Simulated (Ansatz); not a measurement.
Calculation for diamond Si (110), 3 layers: DFT, PBE, PAW with Ansatz's default frozen-core files, scalar-relativistic (Ansatz 0.2.0).

The slab is cut from a bulk crystal relaxed on PAW files (its atoms may have been relaxed since).

Command: `ansatz run input.yaml --threads 2 --pin off --max-ram 4096MiB --backend cpu --events-out ev --progress --plain --runs-dir out` It took 8 s on 2 threads of Intel(R) Xeon(R) Platinum 8375C CPU @ 2.90GHz (Ice Lake) (shared host), peak memory 0.57 GiB.

```yaml
crystal:
  lattice:
    - [3.8685410222, 0.0, 0.0]
    - [0.0, 5.4709431802, 0.0]
    - [0.0, 0.0, 19.8685]
  atoms:
    - { symbol: Si, position: [0.75, 0.125, 0.4026463744] }
    - { symbol: Si, position: [0.25, 0.875, 0.4026463744] }
    - { symbol: Si, position: [0.25, 0.625, 0.5] }
    - { symbol: Si, position: [0.75, 0.375, 0.5] }
    - { symbol: Si, position: [0.75, 0.125, 0.5973536256] }
    - { symbol: Si, position: [0.25, 0.875, 0.5973536256] }
kpoints:
  mp_grid: { grid: [8, 6, 1] }
scf:
  occupations: { method: fermi_dirac, width: 0.02 }
hamiltonian:
  xc: pbe
  pseudopotentials: { kind: paw }
output:
  forces: true
  stress: true
  eigenvalues: true
  populations: true
efield:
  axis: 3
  amplitude: 0
  dipole_correction: true
```

Output:

```
Engine: ansatz 0.2.0
Pseudopotentials: kind: paw
Pseudopotential: Si, paw, valence charge 4, recommended cutoff 420 eV (normal), Si.paw.azcp
Functional definition: PBE
  parameter kappa = 0.804
  parameter beta = 0.06672455060314922
  exchange = pbe_x(kappa = kappa, mu = beta*pi^2/3)
  correlation = pbe_c(beta = beta)
Crystal: 6 atoms, lattice volume = 420.508 Å³
Basis set: ecut = 420 eV, 8233 PW (Γ), exchange–correlation on 54×80×270 points (8 copies of the dense FFT grid, shifted against one another)
Bands: 18, of which v1, the nominal top of the filled ones, is band 12 counted from 1 (11 counted from 0)
Symmetry: 4 space group operations
k-points: 20 of 48
Non-local potential: Si, projectors of the file, l = 0: 2, l = 1: 2, l = 2: 2
PAW form: soft (Blöchl's): semilocal exchange-correlation on the pseudo side does not see the compensation charge
PAW one-centre angular grid: Si, 110 points (default); XC on 64 Gauss nodes
Initial density: superposition of atomic densities (neutral atoms: chi_scale 0, normalization atom), corrected by the library's trained network
Initial wavefunctions: pseudopotential atomic-orbital guess
Functional: x = pbe(κ = 0.804, μ = 0.2195149727645171), c = pbe(β = 0.06672455060314922)
SCF iter   1: F=—  HF=-3810.647166 eV  |F-HF|=—  |Δ(HF+E_count)|=         —  Δρ=1.64e-3  dr2=1.79e-2  ethr=1.77e-3  p=0.000 e·Å  D=2.76e-14 V/Å  ΔV_dip=-0.00 eV  dr2_dipole=8.48e-8  V_vac-E_F(+/−)=4.77/4.77 eV  ⟨swp⟩=11.0  Hψ=2943  notcnv=0  defer=1
efield: sawtooth ramp at fractional position 0.9500 (placed from the atoms, in the widest stretch of the axis that holds none; the zero of the levels goes with the place), width 0.1000; the density the first Hamiltonian is built on has a dipole p = 0.000 e·Å; the dipole correction subtracts the counter field D = 2.76e-14 V/Å, which shifts the + side's vacuum level by -0.00 eV against the − side's; the planar-averaged density in the ramp window peaks in size at 6.0e-6 e/Å³
preconditioner: auto → LDOS  [metal: Δε(μ)=0.024 eV  Ē_g=6.827 eV  σ=0.020 eV  W_gap=0.29  n_scr=30 (ndim 8)  ℏωp=8.9 eV  f_vac=0.574  D(μ)=7.23/eV (n_scr^D=38)  β→1.0]
SCF iter   2: F=—  HF=-3810.649660 eV  |F-HF|=—  |Δ(HF+E_count)|=   2.49e-3  Δρ=4.18e-4  dr2=2.21e-3  ethr=7.47e-5  p=0.000 e·Å  D=3.69e-6 V/Å  ΔV_dip=-0.00 eV  dr2_dipole=5.72e-8  V_vac-E_F(+/−)=4.79/4.79 eV  ⟨swp⟩=3.4  Hψ=847  notcnv=0  defer=15
SCF iter   3: F=—  HF=-3810.650118 eV  |F-HF|=—  |Δ(HF+E_count)|=   4.57e-4  Δρ=1.78e-4  dr2=3.50e-4  ethr=9.22e-6  p=0.000 e·Å  D=4.23e-7 V/Å  ΔV_dip=-0.00 eV  dr2_dipole=7.37e-9  V_vac-E_F(+/−)=4.77/4.77 eV  ⟨swp⟩=2.4  Hψ=603  notcnv=0  defer=15
SCF iter   4: F=—  HF=-3810.650154 eV  |F-HF|=—  |Δ(HF+E_count)|=   3.65e-5  Δρ=5.94e-5  dr2=6.08e-5  ethr=1.46e-6  p=-0.000 e·Å  D=-1.45e-6 V/Å  ΔV_dip=0.00 eV  dr2_dipole=4.27e-9  V_vac-E_F(+/−)=4.76/4.76 eV  ⟨swp⟩=2.6  Hψ=595  notcnv=0  defer=15
SCF iter   5: F=—  HF=-3810.650087 eV  |F-HF|=—  |Δ(HF+E_count)|=   6.71e-5  Δρ=1.37e-5  dr2=1.09e-6  ethr=2.53e-7  p=-0.000 e·Å  D=-3.20e-7 V/Å  ΔV_dip=0.00 eV  dr2_dipole=1.96e-11  V_vac-E_F(+/−)=4.76/4.76 eV  ⟨swp⟩=2.5  Hψ=546  notcnv=0  defer=15
SCF iter   6: F=—  HF=-3810.650089 eV  |F-HF|=—  |Δ(HF+E_count)|=   1.80e-6  Δρ=5.42e-6  dr2=4.09e-7  ethr=4.17e-10  p=-0.000 e·Å  D=-1.73e-7 V/Å  ΔV_dip=0.00 eV  dr2_dipole=2.77e-11  V_vac-E_F(+/−)=4.76/4.76 eV  ⟨swp⟩=12.9  Hψ=2285  notcnv=0
SCF iter   7: F=-3810.650089 eV  HF=-3810.650089 eV  |F-HF|=2.18e-8  |Δ(HF+E_count)|=   4.31e-8  Δρ=1.05e-6  dr2=8.43e-9  ethr=4.17e-10  p=-0.000 e·Å  D=-3.28e-8 V/Å  ΔV_dip=0.00 eV  dr2_dipole=5.93e-13  V_vac-E_F(+/−)=4.76/4.76 eV  ⟨swp⟩=4.6  Hψ=1580  notcnv=0
SCF 1 converged in 7 iterations: F = -3810.650089 eV  dr2 = 8.43e-9
  greatest PAW one-centre occupation: 0.666 electrons in one spin orbital (limit 2), on the Si atom at site 5 (counted from 0), in its partial waves of l = 0
SCF converged after 7 iterations
Free energy (F): -3810.650089 eV
Harris-Foulkes:  -3810.650089 eV  (|F-HF|=2.18e-8)
Internal energy: -3810.640412 eV  (E = F + TS)
E sigma→0 (E₀):  -3810.645251 eV
Entropy (-TS):   -0.009677 eV (-1.613 meV/atom)
Fermi energy:    -1.629845 eV
Dipole field:    D = -0.000001 V/Å  (p = -0.000002 e·Å, saw-weighted, corrected)
Work function:   Φ+ = 4.7575 eV   Φ− = 4.7575 eV
Levels:          The Fermi level and band energies are counted from a zero that moves with the ramp; work functions are not
--- Per-component energies (eV) ---
  E_band       = -147.933115
  E_kinetic    = 230.582172
  E_local      = -4290.638152  (includes V_loc(G=0)·N_el)
  E_nonlocal   = 155.768707
  E_hartree    = 2020.712260
  E_xc         = -325.099373
  E_vxc        = -272.001375  (∫ρ·V_xc dr)
  E_paw        = -3074.805818  (= ΣΔE_a)
  E_vpaw       = -13.068490  (= ΣTr[D̂ρ^β])
  E_aug_tail   = 0.000041  (compensation charges beyond the density's cutoff)
  E_efield     = 0.000000  (sawtooth field / dipole correction)
  E_vefield    = 0.000000  (∫n·V_field dr)
  E_ewald      = 1472.839751
  E_smearing   = -0.009677  (= −TS)
  E_closure    = -0.000000  (closes the sum)
  Σ components = -3810.650089   (vs F -3810.650089, Δ=0.00e0)
--- Forces (eV/Å), atoms counted from 1 ---
  atom   1  Si     0.00000000    -0.57874648     0.25562856
  atom   2  Si     0.00000000     0.57874648     0.25562856
  atom   3  Si     0.00000000     0.04612665     0.00000012
  atom   4  Si     0.00000000    -0.04612665     0.00000012
  atom   5  Si     0.00000000    -0.57874682    -0.25562870
  atom   6  Si     0.00000000     0.57874682    -0.25562870
  max |Σ_I F_I| component: 4.64e-8 eV/Å
--- Stress (GPa, compression-positive) ---
       -0.588128       0.000000       0.000000
        0.000000      -0.565801       0.000000
        0.000000       0.000000      -0.753627
  P = ⅓ Tr σ = -0.6359 GPa (-6.359 kbar)
--- Band table (eV; the first three rows and the last of 20) ---
  k-point 0: bands = ["-12.7189", "-11.0439", "-9.6270", "-8.5101", "-6.1801", "-4.8750", "-4.6298", "-3.8708", "-2.7083", "-2.3890", "-2.3403", "-1.8344", "-1.4235", "-0.2311", "0.1825", "0.9800", "1.3847", "1.4510"]
  k-point 1: bands = ["-12.6080", "-11.0040", "-10.2004", "-7.9321", "-6.6266", "-4.6098", "-4.3771", "-3.7773", "-2.7938", "-2.6890", "-2.1968", "-2.0537", "-1.0227", "-0.1801", "-0.0889", "0.9593", "1.1286", "1.5974"]
  k-point 2: bands = ["-12.2795", "-11.0240", "-10.9178", "-7.1884", "-7.1260", "-4.8588", "-3.7204", "-3.5052", "-2.8205", "-2.6494", "-2.5431", "-1.6626", "-1.2828", "-0.7851", "0.2948", "0.8035", "1.2171", "1.8285"]
  k-point 19: bands = ["-10.4295", "-10.4295", "-8.7856", "-8.7856", "-8.1948", "-8.1948", "-4.6497", "-4.6497", "-4.0599", "-4.0599", "-2.2997", "-2.2997", "-1.1002", "-1.1002", "1.7719", "1.7719", "2.3398", "2.3398"]
--- Löwdin populations: 6 sites ---
  site symbol       q [e]
     0     Si      3.9599
     1     Si      3.9599
     2     Si      3.9360
     3     Si      3.9360
     4     Si      3.9599
     5     Si      3.9599
  spilling = 0.012026 (of n_electrons = 24.000000)
```

populations.tsv:

```
# site	symbol	l	j	q
# orbitals = lowdin
# n_electrons = 24.000000
# spilling = 0.012026
0	Si	0_3S	-	1.366482
0	Si	1_3P	-	2.593377
1	Si	0_3S	-	1.366482
1	Si	1_3P	-	2.593377
2	Si	0_3S	-	1.249256
2	Si	1_3P	-	2.686715
3	Si	0_3S	-	1.249256
3	Si	1_3P	-	2.686715
4	Si	0_3S	-	1.366482
4	Si	1_3P	-	2.593377
5	Si	0_3S	-	1.366482
5	Si	1_3P	-	2.593377
```

Next run (atoms relaxed), as changes to the input before:

```diff
   eigenvalues: true
-  populations: true
+relax:
+  f_tol: 0.01
+  max_steps: 40
 efield:
```

Results part of the output:

```
Warning: output.stress: scf.convergence.dr2_threshold = 1e-7 eV (the SCF's general default) is looser than the 6e-10 eV advised for a printed stress (1e-10 eV for each atom of the cell: 6). What an SCF threshold leaves in a stress goes as its square root, and in the free energy as the threshold itself, and one threshold admits the most on a small cell: of the crystals measured, under no hybrid fun
SCF converged after 5 iterations
Free energy (F): -3810.764557 eV
Harris-Foulkes:  -3810.764557 eV  (|F-HF|=1.91e-9)
Internal energy: -3810.757075 eV  (E = F + TS)
E sigma→0 (E₀):  -3810.760816 eV
Entropy (-TS):   -0.007482 eV (-1.247 meV/atom)
Fermi energy:    -1.660137 eV
Dipole field:    D = -0.000000 V/Å  (p = -0.000001 e·Å, saw-weighted, corrected)
Work function:   Φ+ = 4.7847 eV   Φ− = 4.7847 eV
Levels:          The Fermi level and band energies are counted from a zero that moves with the ramp; work functions are not
--- Per-component energies (eV) ---
  E_band       = -151.548425
  E_kinetic    = 235.079820
  E_local      = -4461.375159  (includes V_loc(G=0)·N_el)
  E_nonlocal   = 157.200969
  E_hartree    = 2102.881861
  E_xc         = -327.055826
  E_vxc        = -274.596120  (∫ρ·V_xc dr)
  E_paw        = -3075.435979  (= ΣΔE_a)
  E_vpaw       = -13.607751  (= ΣTr[D̂ρ^β])
  E_aug_tail   = 0.000039  (compensation charges beyond the density's cutoff)
  E_efield     = 0.000000  (sawtooth field / dipole correction)
  E_vefield    = 0.000000  (∫n·V_field dr)
  E_ewald      = 1557.947200
  E_smearing   = -0.007482  (= −TS)
  E_closure    = -0.000000  (closes the sum)
  Σ components = -3810.764557   (vs F -3810.764557, Δ=0.00e0)
--- Forces (eV/Å), atoms counted from 1 ---
  atom   1  Si     0.00000000     0.00474532    -0.00002088
  atom   2  Si     0.00000000    -0.00474532    -0.00002088
  atom   3  Si     0.00000000    -0.00047412     0.00000150
  atom   4  Si     0.00000000     0.00047412     0.00000150
  atom   5  Si     0.00000000     0.00474797     0.00001949
  atom   6  Si     0.00000000    -0.00474797     0.00001949
  max |Σ_I F_I| component: 2.16e-7 eV/Å
--- Stress (GPa, compression-positive) ---
        0.386062       0.000000       0.000000
        0.000000       0.935157       0.000000
        0.000000       0.000000       0.000095
  P = ⅓ Tr σ = 0.4404 GPa (4.404 kbar)
--- Band table (eV; the first three rows and the last of 20) ---
  k-point 0: bands = ["-13.0225", "-11.2346", "-9.7958", "-8.7229", "-6.1070", "-4.8822", "-4.8502", "-4.2349", "-3.0676", "-2.3491", "-2.1278", "-2.0026", "-1.3439", "-0.5942", "0.5270", "0.7685", "1.2359", "1.5809"]
  k-point 1: bands = ["-12.9092", "-11.1986", "-10.4225", "-8.0763", "-6.5695", "-4.8399", "-4.3157", "-4.1395", "-3.0512", "-2.5440", "-2.3605", "-2.1798", "-1.0263", "-0.4435", "0.1971", "0.7200", "1.1194", "1.8104"]
  k-point 2: bands = ["-12.5728", "-11.2858", "-11.1214", "-7.2086", "-7.1330", "-4.9302", "-3.8606", "-3.6221", "-3.0178", "-2.8736", "-2.7990", "-1.6807", "-1.4348", "-0.4247", "-0.0025", "0.6253", "1.1432", "2.1655"]
  k-point 19: bands = ["-10.6951", "-10.6951", "-8.9514", "-8.9514", "-8.4790", "-8.4790", "-4.7099", "-4.7099", "-4.1935", "-4.1935", "-2.2161", "-2.2161", "-0.9169", "-0.9169", "1.6484", "1.6484", "2.4664", "2.4664"]
--- Relaxed structure (4 steps of the walk, 4 accepted, 0 SCFs on fresh bases) ---
  F+E_penalty+E_count = -3810.76455656 eV   max|allowed force component| = 4.748e-3 eV/Å
  atoms:
    - { symbol: Si, position: [0.7500000000000001, 0.11557833113335043, 0.40821302968956] }
    - { symbol: Si, position: [0.25000000000000006, 0.8844216688666496, 0.40821302968956] }
    - { symbol: Si, position: [0.25000000000000006, 0.619830479367675, 0.49999999703567843] }
    - { symbol: Si, position: [0.7500000000000001, 0.380169520632325, 0.49999999703567843] }
    - { symbol: Si, position: [0.7500000000000001, 0.11557831245115674, 0.5917869732747616] }
    - { symbol: Si, position: [0.25000000000000006, 0.8844216875488433, 0.5917869732747616] }
```

Next run (field of 0.1 V/Å along the normal), as changes to the input before:

```diff
   atoms:
-    - { symbol: Si, position: [0.75, 0.125, 0.4026463744] }
-    - { symbol: Si, position: [0.25, 0.875, 0.4026463744] }
-    - { symbol: Si, position: [0.25, 0.625, 0.5] }
-    - { symbol: Si, position: [0.75, 0.375, 0.5] }
-    - { symbol: Si, position: [0.75, 0.125, 0.5973536256] }
-    - { symbol: Si, position: [0.25, 0.875, 0.5973536256] }
+    - { symbol: Si, position: [0.75, 0.1155783311, 0.4082130297] }
+    - { symbol: Si, position: [0.25, 0.8844216689, 0.4082130297] }
+    - { symbol: Si, position: [0.25, 0.6198304794, 0.499999997] }
+    - { symbol: Si, position: [0.75, 0.3801695206, 0.499999997] }
+    - { symbol: Si, position: [0.75, 0.1155783125, 0.5917869733] }
+    - { symbol: Si, position: [0.25, 0.8844216875, 0.5917869733] }
 kpoints:
   eigenvalues: true
-relax:
-  f_tol: 0.01
-  max_steps: 40
 efield:
   axis: 3
-  amplitude: 0
+  amplitude: 0.1
   dipole_correction: true
```

Results part of the output:

```
SCF 1 converged in 9 iterations: F = -3810.768415 eV  dr2 = 3.28e-8
  greatest PAW one-centre occupation: 0.665 electrons in one spin orbital (limit 2), on the Si atom at site 5 (counted from 0), in its partial waves of l = 0
SCF converged after 9 iterations
Free energy (F): -3810.768415 eV
Harris-Foulkes:  -3810.768415 eV  (|F-HF|=7.07e-9)
Internal energy: -3810.760934 eV  (E = F + TS)
E sigma→0 (E₀):  -3810.764675 eV
Entropy (-TS):   -0.007481 eV (-1.247 meV/atom)
Fermi energy:    -1.660712 eV
Dipole field:    D = 0.033241 V/Å  (p = 0.077247 e·Å, saw-weighted, corrected)
Work function:   not extracted (applied field tilts the vacuum); planar V_es + V_field profile in the machine report
Levels:          The Fermi level and band energies are counted from a zero that moves with the ramp; work functions are not
--- Per-component energies (eV) ---
  E_band       = -151.561382
  E_kinetic    = 235.077815
  E_local      = -4461.345448  (includes V_loc(G=0)·N_el)
  E_nonlocal   = 157.200430
  E_hartree    = 2102.856116
  E_xc         = -327.054804
  E_vxc        = -274.594798  (∫ρ·V_xc dr)
  E_paw        = -3075.435841  (= ΣΔE_a)
  E_vpaw       = -13.607645  (= ΣTr[D̂ρ^β])
  E_aug_tail   = 0.000039  (compensation charges beyond the density's cutoff)
  E_efield     = -0.006441  (sawtooth field / dipole correction)
  E_vefield    = -0.005157  (∫n·V_field dr)
  E_ewald      = 1557.947200
  E_smearing   = -0.007481  (= −TS)
  E_closure    = 0.000000  (closes the sum)
  Σ components = -3810.768415   (vs F -3810.768415, Δ=0.00e0)
--- Forces (eV/Å), atoms counted from 1 ---
  atom   1  Si     0.00000000     0.00769976    -0.00096324
  atom   2  Si     0.00000000    -0.00769976    -0.00096324
  atom   3  Si     0.00000000    -0.00047900     0.00108356
  atom   4  Si     0.00000000     0.00047900     0.00108356
  atom   5  Si     0.00000000     0.00169083    -0.00013786
  atom   6  Si     0.00000000    -0.00169083    -0.00013786
  max |Σ_I F_I| component: 3.51e-5 eV/Å
--- Stress (GPa, compression-positive) ---
        0.387486       0.000000       0.000000
        0.000000       0.936464       0.000000
        0.000000       0.000000       0.001165
  P = ⅓ Tr σ = 0.4417 GPa (4.417 kbar)
--- Band table (eV; the first three rows and the last of 20) ---
  k-point 0: bands = ["-13.0230", "-11.2351", "-9.7963", "-8.7234", "-6.1075", "-4.8829", "-4.8506", "-4.2354", "-3.0681", "-2.3498", "-2.1283", "-2.0032", "-1.3445", "-0.5947", "0.5265", "0.7679", "1.2354", "1.5804"]
  k-point 1: bands = ["-12.9097", "-11.1991", "-10.4230", "-8.0768", "-6.5700", "-4.8405", "-4.3163", "-4.1400", "-3.0518", "-2.5446", "-2.3611", "-2.1804", "-1.0268", "-0.4440", "0.1965", "0.7195", "1.1189", "1.8002"]
  k-point 2: bands = ["-12.5734", "-11.2864", "-11.1219", "-7.2092", "-7.1335", "-4.9308", "-3.8612", "-3.6226", "-3.0184", "-2.8741", "-2.7995", "-1.6813", "-1.4354", "-0.4253", "-0.0030", "0.6247", "1.1426", "2.1583"]
  k-point 19: bands = ["-10.6956", "-10.6956", "-8.9520", "-8.9520", "-8.4795", "-8.4795", "-4.7104", "-4.7104", "-4.1940", "-4.1940", "-2.2167", "-2.2167", "-0.9174", "-0.9174", "1.6478", "1.6478", "2.4651", "2.4651"]
```

Next run (core holes in 2p of Si), as changes to the input before:

```diff
   eigenvalues: true
-efield:
-  axis: 3
-  amplitude: 0.1
-  dipole_correction: true
+  core_levels:
+    shells: { Si: ["2p"] }
+    counted_from: conduction_bottom
+    add_spin: false
```

Command: `ansatz run input.yaml --threads 2 --pin off --max-ram 4096MiB --backend cpu --events-out ev --progress --plain --runs-dir out` It took 26 s on 2 threads of Intel(R) Xeon(R) Platinum 8375C CPU @ 2.90GHz (Ice Lake), on a shared host, peak memory 0.66 GiB.

Results part of the output:

```
SCF 1 converged in 7 iterations: F = -3810.764557 eV  dr2 = 3.95e-9
  greatest PAW one-centre occupation: 0.665 electrons in one spin orbital (limit 2), on the Si atom at site 5 (counted from 0), in its partial waves of l = 0
── core hole 1/2: 2p of Si 0 ──
── 2p of Si 0: 98.523 eV over the cell without the hole, in 11 iterations ──
── core hole 2/2: 2p of Si 2 ──
── 2p of Si 2: 98.952 eV over the cell without the hole, in 9 iterations ──
SCF converged after 7 iterations
Free energy (F): -3810.764557 eV
Harris-Foulkes:  -3810.764557 eV  (|F-HF|=1.01e-8)
Internal energy: -3810.757074 eV  (E = F + TS)
E sigma→0 (E₀):  -3810.760815 eV
Entropy (-TS):   -0.007483 eV (-1.247 meV/atom)
Fermi energy:    -1.659989 eV
--- Per-component energies (eV) ---
  E_band       = -151.543923
  E_kinetic    = 235.079154
  E_local      = -4461.365201  (includes V_loc(G=0)·N_el)
  E_nonlocal   = 157.200670
  E_hartree    = 2102.872530
  E_xc         = -327.055529
  E_vxc        = -274.595748  (∫ρ·V_xc dr)
  E_paw        = -3075.435936  (= ΣΔE_a)
  E_vpaw       = -13.607707  (= ΣTr[D̂ρ^β])
  E_aug_tail   = 0.000039  (compensation charges beyond the density's cutoff)
  E_ewald      = 1557.947200
  E_smearing   = -0.007483  (= −TS)
  E_closure    = 0.000000  (closes the sum)
  Σ components = -3810.764557   (vs F -3810.764557, Δ=0.00e0)
--- Forces (eV/Å), atoms counted from 1 ---
  atom   1  Si     0.00000000     0.00470945    -0.00009236
  atom   2  Si     0.00000000    -0.00470945    -0.00009236
  atom   3  Si     0.00000000    -0.00050817     0.00000000
  atom   4  Si     0.00000000     0.00050817     0.00000000
  atom   5  Si     0.00000000     0.00470945     0.00009236
  atom   6  Si     0.00000000    -0.00470945     0.00009236
  max |Σ_I F_I| component: 6.94e-18 eV/Å
--- Stress (GPa, compression-positive) ---
        0.386116       0.000000       0.000000
        0.000000       0.935195       0.000000
        0.000000       0.000000       0.000242
  P = ⅓ Tr σ = 0.4405 GPa (4.405 kbar)
--- Band table (eV; the first three rows and the last of 20) ---
  k-point 0: bands = ["-13.0223", "-11.2344", "-9.7956", "-8.7227", "-6.1068", "-4.8820", "-4.8500", "-4.2347", "-3.0674", "-2.3490", "-2.1276", "-2.0025", "-1.3438", "-0.5940", "0.5272", "0.7686", "1.2361", "1.5811"]
  k-point 1: bands = ["-12.9090", "-11.1984", "-10.4223", "-8.0761", "-6.5693", "-4.8397", "-4.3156", "-4.1393", "-3.0511", "-2.5439", "-2.3603", "-2.1796", "-1.0261", "-0.4432", "0.1973", "0.7202", "1.1196", "1.8105"]
  k-point 2: bands = ["-12.5726", "-11.2856", "-11.1213", "-7.2084", "-7.1328", "-4.9300", "-3.8604", "-3.6219", "-3.0176", "-2.8734", "-2.7988", "-1.6805", "-1.4346", "-0.4246", "-0.0023", "0.6255", "1.1434", "2.1656"]
  k-point 19: bands = ["-10.6949", "-10.6949", "-8.9513", "-8.9513", "-8.4788", "-8.4788", "-4.7097", "-4.7097", "-4.1933", "-4.1933", "-2.2159", "-2.2159", "-0.9167", "-0.9167", "1.6486", "1.6486", "2.4665", "2.4665"]
--- Core levels from the conduction bottom, as differences alone (as output.core_levels.counted_from types it; a hole's nearest image at 3.9 Å) ---
  the holes have no spin, as output.core_levels.add_spin types it
  atom         alike  shell      binding/eV   shift/eV difference/eV images/eV   SCF
  Si 0             4     2p               –     +0.000        98.523         –    11
  Si 2             2     2p               –     +0.429        98.952         –     9
  the dataset of Si with a 2p hole: scattering error 0.000 eV (0.000 eV in the local channel); free atom: scalar-relativistic, large and small components
  the two lines of Si's 2p: 2p1/2 +0.408 eV and 2p3/2 -0.204 eV off its levels, 1 : 2 in strength
```

Real surfaces of this kind reconstruct, which a 1×1 cell forbids.
